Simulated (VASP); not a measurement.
# Bi (P6/mmm) in VASP: further runs

The runs below take Bi through single point, with r2SCAN.

All numbers are computed with VASP 6.6.1; they aren't measurements. Logs are shortened: lines on timing, memory, paths and dates and some standing lists are left out, and cuts for length are marked.

## (1) Starting point

Symmetry: P6/mmm, No. 191, hexagonal system. Conventional cell: a = 3.416 Å, b = 3.416 Å, c = 3.282 Å, α = 90.00°, β = 90.00°, γ = 120.00°. Bi (site symmetry 6/mmm) is surrounded by 8 Bi at 3.28 to 3.42 Å.

The cell was built by a generator and needn't be a form met in nature.

## (2) Single point, r2SCAN

POSCAR reads:

```
Bi
1.0
    3.4155850156      0.0000000000      0.0000000000
   -1.7077925078      2.9579833923      0.0000000000
    0.0000000000      0.0000000000      3.2818483141
Bi
1
Direct
    0.0000000000      0.0000000000      0.0000000000
```

INCAR.step1 reads:

```
SYSTEM = Bi
ALGO = Normal ; EDIFF = 1E-4
ENCUT = 520 ; GGA = PE
ISMEAR = 0 ; LASPH = .True.
LCHARG = .False. ; LREAL = .False.
LWAVE = .True. ; NBANDS = 14
NELM = 100 ; PREC = Accurate
SIGMA = 0.1
```

INCAR.step2 reads:

```
SYSTEM = Bi
ALGO = Normal ; EDIFF = 1E-7
ENCUT = 520 ; ISIF = 2
ISMEAR = 0 ; ISTART = 1
LASPH = .True. ; LCHARG = .False.
LMIXTAU = .True. ; LREAL = .False.
LWAVE = .False. ; METAGGA = R2SCAN
NBANDS = 14 ; NELM = 100
PREC = Accurate ; SIGMA = 0.1
```

KPOINTS reads:

```
k-points
0
Gamma
  18 18 16
  0 0 0
```

Potentials or basis: VASP PAW PBE potentials, release 64 (Bi_d).

Run with:

```
cat potpaw_PBE.64/Bi_d/POTCAR > POTCAR
cp INCAR.step1 INCAR
mpirun -np 1 vasp_std > vasp.out
cp INCAR.step2 INCAR
mpirun -np 1 vasp_std > vasp.out
```

OUTCAR:

```text
SYSTEM = Bi
   EDIFF = 1E-7
   ENCUT = 520
   ISIF = 2
   ISMEAR = 0
   ISTART = 1
   LASPH = .True.
   LREAL = .False.
   METAGGA = R2SCAN
   NELM = 100
   PREC = Accurate

 ion  position               nearest neighbor table
   1  0.000  0.000  0.000-

  LATTYP: Found a hexagonal cell.
 ALAT       =     3.4155850156
 C/A-ratio  =     0.9608451551

  Lattice vectors:

 A1 = (   3.4155850156,   0.0000000000,   0.0000000000)
 A2 = (  -1.7077925078,   2.9579833923,   0.0000000000)
 A3 = (   0.0000000000,   0.0000000000,   3.2818483141)

Analysis of symmetry for initial positions (statically):
=====================================================================
 Subroutine PRICEL returns:
 Original cell was already a primitive cell.

 Routine SETGRP: Setting up the symmetry group for a
 hexagonal supercell.

 Subroutine GETGRP returns: Found 24 space group operations
 (whereof 24 operations were pure point group operations)
 out of a pool of 24 trial point group operations.

The static configuration has the point symmetry D_6h.

Analysis of symmetry for dynamics (positions and initial velocities):
=====================================================================
 Subroutine PRICEL returns:
 Original cell was already a primitive cell.

 Routine SETGRP: Setting up the symmetry group for a
 hexagonal supercell.

 Subroutine GETGRP returns: Found 24 space group operations
 (whereof 24 operations were pure point group operations)
 out of a pool of 24 trial point group operations.

The dynamic configuration has the point symmetry D_6h.

 Subroutine INISYM returns: Found 24 space group operations
 (whereof 24 operations are pure point group operations),
 and found     1 'primitive' translations

----------------------------------------------------------------------------------------

                                     Primitive cell

  volume of cell :      33.1573

  direct lattice vectors                    reciprocal lattice vectors
     3.415585016  0.000000000  0.000000000     0.292775614  0.169034080  0.000000000
    -1.707792508  2.957983392  0.000000000     0.000000000  0.338068159  0.000000000
     0.000000000  0.000000000  3.281848314     0.000000000  0.000000000  0.304706344

  length of vectors
     3.415585016  3.415585016  3.281848314     0.338068159  0.338068159  0.304706344

  position of ions in fractional coordinates (direct lattice)
     0.000000000  0.000000000  0.000000000

  ion indices of the primitive-cell ions
   primitive index   ion index
                 1           1

----------------------------------------------------------------------------------------

 KPOINTS: k-points

Automatic generation of k-mesh.
 Grid dimensions read from file:
 generate k-points for:   18   18   16

 Generating k-lattice:

  Cartesian coordinates                     Fractional coordinates (reciprocal lattice)
     0.016265312  0.009390782  0.000000000     0.055555556 -0.000000000  0.000000000
     0.000000000  0.018781564  0.000000000     0.000000000  0.055555556  0.000000000
     0.000000000  0.000000000  0.019044146     0.000000000  0.000000000  0.062500000

  Length of vectors
     0.018781564  0.018781564  0.019044146

  Shift w.r.t. Gamma in fractional coordinates (k-lattice)
     0.000000000  0.000000000  0.000000000

 Subroutine IBZKPT returns following result:
 ===========================================

 Found    333 irreducible k-points:

 Following reciprocal coordinates:
            Coordinates               Weight
  0.000000  0.000000  0.000000      1.000000
  0.055556  0.000000  0.000000      6.000000
  0.111111  0.000000  0.000000      6.000000
  0.166667  0.000000  0.000000      6.000000
  0.222222  0.000000  0.000000      6.000000
  0.277778  0.000000  0.000000      6.000000
[... 16 lines left out ...]
  0.333333  0.111111  0.000000     12.000000
  0.388889  0.111111  0.000000     12.000000
 [... further k-points ...]
   k-points           NKPTS =    333   k-points in BZ     NKDIM =    333   number of bands    NBANDS=     14
   number of dos      NEDOS =    301   number of ions     NIONS =      1
   total plane-waves  NPLWV =  18816
   dimension x,y,z NGX =    28 NGY =   28 NGZ =   24
   dimension x,y,z NGXF=    56 NGYF=   56 NGZF=   48
   ions per type =               1
   NGX,Y,Z   is equivalent  to a cutoff of  13.63, 13.63, 12.16 a.u.
   NGXF,Y,Z  is equivalent  to a cutoff of  27.26, 27.26, 24.31 a.u.
 SYSTEM =  Bi
   PREC   = accura    normal or accurate (medium, high low for compatibility)
   ISTART =      1    job   : 0-new  1-cont  2-samecut
   ICHARG =      0    charge: 1-file 2-atom 10-const
   ISPIN  =      1    spin polarized calculation?
   LNONCOLLINEAR =      F non collinear calculations
   LSORBIT =      F    spin-orbit coupling
   LASPH  =      T    aspherical Exc in radial PAW
   ENCUT  =  520.0 eV  38.22 Ry    6.18 a.u.   6.35  6.35  6.10*2*pi/ulx,y,z
   NELM   =    100;   NELMIN=  2; NELMDL=  0     # of ELM steps
   EDIFF  = 0.1E-06   stopping-criterion for ELM
   LREAL  =      F    real-space projection
   EDIFFG = 0.1E-05   stopping-criterion for IOM
   NSW    =      0    number of steps for IOM
   IBRION =     -1    ionic relax: 0-MD 1-quasi-New 2-CG
   NFREE  =      0    steps in history (QN), initial steepest desc. (CG)
   ISIF   =      2    stress and relaxation
   ISYM   =      2    0-nonsym 1-usesym 2-fastsym
   POTIM  = 0.5000    time-step for ionic-motion
   TEBEG  =    0.0;   TEEND  =   0.0 temperature during run
   PSTRESS=    0.0 pullay stress
   NELECT =      15.0000    total number of electrons
   NUPDOWN=      -1.0000    fix difference up-down
   EMIN   =  10.00;   EMAX   =-10.00  energy-range for DOS
   EFERMI =   0.00;   METHOD = LEGACY
   ISMEAR =     0;   SIGMA  =   0.10  broadening in eV -4-tet -1-fermi 0-gaus
   EFERMI_NEDOS =   21; number of points for ismear=-14 and -15
   IALGO  =     38    algorithm
   IMIX   =      4    mixing-type and parameters
     AMIX     =   0.40;   BMIX     =  1.00
     AMIX_MAG =   1.60;   BMIX_MAG =  1.00
  volume/ion in A,a.u.               =      33.16       223.76
  Fermi-wavevector in a.u.,A,eV,Ry     =   1.256740  2.374894 21.488983  1.579396
  Thomas-Fermi vector in A             =   2.390433
   LORBIT       =      0    0 simple, 1 ext, 2 COOP (PROOUT), +10 PAW based schemes
   METAGGA = R2SCAN    functional components
   LHFCALC =     F    Hartree Fock is set to
   AEXX    =    0.0000 exact exchange contribution
   IVDW    =     0    specifies the selected vdW correction
   LEPSILON=     F    determine dielectric tensor
   LRPA    =     F    only Hartree local field effects (RPA)
 non-spin polarized calculation
 Gauss-broadening in eV      SIGMA  =   0.10
  energy-cutoff  :      520.00
  volume of cell :       33.16
 maximum number of plane-waves:       912
 NGX is ok and might be reduce to    28
   NGX = 13   NGY = 13   NGZ = 13

 number of electron      14.9999995 magnetization

 Free energy of the ion-electron system (eV)
  ---------------------------------------------------
  ext. energy  EPLUGINS =         0.00000000
  ---------------------------------------------------
  free energy    TOTEN  =       -58.38314163 eV

  energy without entropy =      -58.38097168  energy(sigma->0) =      -58.38205665

 E-fermi :   7.0306     XC(G=0): -10.6457

 val. band max:        6.9922131511   @ k =   0.1667   0.0556   0.1875
 cond. band min:       7.0370413331   @ k =   0.2778   0.0000   0.5000
 fundamental gap:      0.0448281820
 Fermi energy:         7.0305860142

 k-point     1 :       0.0000    0.0000    0.0000
  band No.  band energies     occupation
      1     -16.7524      2.00000
      2     -16.6252      2.00000
      3     -16.6252      2.00000
      4     -16.4368      2.00000
      5     -16.4368      2.00000
      6      -6.8676      2.00000
      7       9.8825      0.00000
      8      11.6416      0.00000
      9      11.6416      0.00000
     10      14.2597      0.00000
     11      16.1334      0.00000
     12      17.2174      0.00000
     13      18.4566      0.00000
     14      18.4566      0.00000

 k-point     2 :       0.0556    0.0000    0.0000
  band No.  band energies     occupation
      1     -16.7492      2.00000
      2     -16.6259      2.00000
      3     -16.6194      2.00000
      4     -16.4391      2.00000
      5     -16.4373      2.00000
      6      -6.8154      2.00000
      7       9.9406      0.00000
      8      11.0047      0.00000
      9      11.4969      0.00000
     10      14.3341      0.00000
     11      16.4599      0.00000
     12      16.8105      0.00000
     13      18.6821      0.00000
     14      19.3380      0.00000

 k-point     3 :       0.1111    0.0000    0.0000
  band No.  band energies     occupation
      1     -16.7408      2.00000
      2     -16.6275      2.00000
      3     -16.6026      2.00000
      4     -16.4460      2.00000
      5     -16.4390      2.00000
      6      -6.6595      2.00000
      7       9.6545      0.00000
      8      10.1127      0.00000
      9      11.1186      0.00000
     10      14.4821      0.00000
     11      15.7471      0.00000
     12      17.8767      0.00000
     13      19.3018      0.00000
     14      20.9003      0.00000

 k-point     4 :       0.1667    0.0000    0.0000
  band No.  band energies     occupation
      1     -16.7301      2.00000
      2     -16.6279      2.00000
      3     -16.5767      2.00000
      4     -16.4564      2.00000
      5     -16.4416      2.00000
      6      -6.4031      2.00000
      7       8.1210      0.00000
      8      10.3916      0.00000
      9      10.6186      0.00000
     10      14.6600      0.00000
     11      15.1023      0.00000
     12      19.2149      0.00000
     13      20.1995      0.00000
     14      22.7411      0.00000

 k-point     5 :       0.2222    0.0000    0.0000
  band No.  band energies     occupation
      1     -16.7215      2.00000
      2     -16.6241      2.00000
      3     -16.5447      2.00000
      4     -16.4692      2.00000
      5     -16.4448      2.00000
      6      -6.0526      2.00000
      7       6.5918      2.00000
      8      10.0924      0.00000
      9      10.7641      0.00000
     10      14.4286      0.00000
     11      15.0703      0.00000
[... 276 lines left out ...]
 k-point    22 :       0.2778    0.1111    0.0000
  band No.  band energies     occupation
      1     -16.7014      2.00000
      2     -16.6069      2.00000
      3     -16.4952      2.00000
      4     -16.4792      2.00000
      5     -16.4558      2.00000
      6      -5.0111      2.00000
      7       3.9149      2.00000
      8       7.8690      0.00000
      9      11.8231      0.00000
     10      15.3857      0.00000
     11      16.0555      0.00000
     12      20.8947      0.00000
     13      21.2396      0.00000
     14      21.4604      0.00000

 k-point    23 :       0.3333    0.1111    0.0000
  band No.  band energies     occupation
      1     -16.7034      2.00000
      2     -16.5911      2.00000
      3     -16.5041      2.00000
      4     -16.4594      2.00000
      5     -16.4590      2.00000
      6      -4.5438      2.00000
      7       2.9179      2.00000
      8       7.5061      0.00000
      9      12.2677      0.00000
     10      15.1811      0.00000
     11      16.6161      0.00000
     12      19.9409      0.00000
     13      20.5777      0.00000
     14      22.4307      0.00000

 k-point    24 :       0.3889    0.1111    0.0000
  band No.  band energies     occupation
      1     -16.7057      2.00000
      2     -16.5794      2.00000
      3     -16.5099      2.00000
      4     -16.4610      2.00000
      5     -16.4469      2.00000
      6      -4.1753      2.00000
      7       2.2235      2.00000
      8       7.2880      0.00027
      9      12.6021      0.00000
     10      15.0497      0.00000
     11      17.2709      0.00000
     12      18.9936      0.00000
     13      19.9765      0.00000
     14      22.8071      0.00000

 [... further k-points ...]
[... 5 lines left out ...]
  --------------------------------------------------------------------------------------
  -------------------------------------------------------------------------------------
  Total       -0.0102064     -0.0102064     -0.0108093      0.0000000      0.0000000      0.0000000
  in kB       -0.4931788     -0.4931788     -0.5223107      0.0000000      0.0000000      0.0000000
  external PRESSURE =      -0.5028894 kB  Pullay stress =       0.0000000 kB

 VOLUME and BASIS-vectors are now :
 -----------------------------------------------------------------------------
  energy-cutoff  :      520.00
  volume of cell :       33.16
      direct lattice vectors                 reciprocal lattice vectors
     3.415585016  0.000000000  0.000000000     0.292775614  0.169034080  0.000000000
    -1.707792508  2.957983392  0.000000000     0.000000000  0.338068159  0.000000000
     0.000000000  0.000000000  3.281848314     0.000000000  0.000000000  0.304706344

 POSITION                                       TOTAL-FORCE (eV/Angst)
 -----------------------------------------------------------------------------------
      0.00000      0.00000      0.00000         0.000000      0.000000      0.000000
 -----------------------------------------------------------------------------------
    total drift:                                0.000000      0.000000     -0.000000

  FREE ENERGIE OF THE ION-ELECTRON SYSTEM (eV)
  ---------------------------------------------------
  free  energy   TOTEN  =       -58.3831416252 eV

  energy  without entropy=      -58.3809716780  energy(sigma->0) =      -58.38205665
```

Wall time 6.4 min (1 thread of AMD EPYC 9R14 (Zen 4), shared host); peak memory 0.24 GiB.

What came out:

- Free energy: -58.3831 eV
- Pressure: -0.1 GPa
- Band gap on the k mesh: none (metal or under the smearing width)

Caveat: the PAW data sets were made with another functional, which shifts forces and pressure a little; spin-orbit coupling is left out, which moves the levels of the heavy elements.

## (3) Single point, r2SCAN

This run uses another cell than the first one, of 34.89 Å³/atom, 1.052 times its volume.

POSCAR reads:

```
Bi
1.0
    3.5065618443      0.0000000000      0.0000000000
   -1.7532809221      3.0367716371      0.0000000000
    0.0000000000      0.0000000000      3.2764437233
Bi
1
Direct
    0.0000000000      0.0000000000      0.0000000000
```

INCAR.step1 reads:

```
  PREC = Accurate
  ENCUT = 520
  ISMEAR = 0
  SIGMA = 0.1
  LREAL = F
  LASPH = T
  NELM = 100
  NBANDS = 14
  GGA = PE
  ALGO = Normal
  EDIFF = 1E-4
  LWAVE = T
  LCHARG = F
```

INCAR.step2 reads:

```
  PREC = Accurate
  ENCUT = 520
  EDIFF = 1E-6
  ISMEAR = 0
  SIGMA = 0.1
  LREAL = F
  LASPH = T
  NELM = 100
  ALGO = Normal
  ISIF = 2
  LWAVE = F
  LCHARG = F
  METAGGA = R2SCAN
  LMIXTAU = T
  NBANDS = 14
  ISTART = 1
```

KPOINTS reads:

```
regular mesh
0
Gamma
  6 6 6
```

Potentials or basis: VASP PAW PBE potentials, release 64 (Bi_d).

Run with:

```
cat potpaw_PBE.64/Bi_d/POTCAR > POTCAR
cp INCAR.step1 INCAR
mpirun -np 1 vasp_std > vasp.out
cp INCAR.step2 INCAR
mpirun -np 1 vasp_std > vasp.out
```

It took 30 s on 1 thread of AMD EPYC 9R14 (Zen 4), shared host; peak memory 0.13 GiB.

Results (log left out):

```
Free energy            : -58.4079 eV
Pressure               : -2.7 GPa
Band gap on the k mesh : none (metal or under the smearing width)
```

Stress tensor (GPa, compression positive):
```
-1.14  0.00  0.00
 0.00 -1.14  0.00
 0.00  0.00 -5.77
```

Levels at points of the mesh, in eV from the Fermi level:
```tsv
k point	band 4	band 5	band 6	band 7	band 8	band 9	band 10	band 11
(0.00, 0.00, 0.00)	-23.33	-23.33	-13.43	3.36	4.12	4.12	7.50	8.59
(0.50, 0.00, 0.00)	-23.34	-23.34	-11.07	-4.81	1.45	5.76	6.04	11.02
(0.00, 0.00, 0.50)	-23.42	-23.34	-11.50	-4.97	6.05	6.05	10.96	11.59
(0.50, 0.00, 0.50)	-23.33	-23.22	-9.12	-3.00	-2.69	3.28	3.51	8.68
```

Caveat: the PAW data sets were made with another functional, which shifts forces and pressure a little; spin-orbit coupling is left out, which moves the levels of the heavy elements.
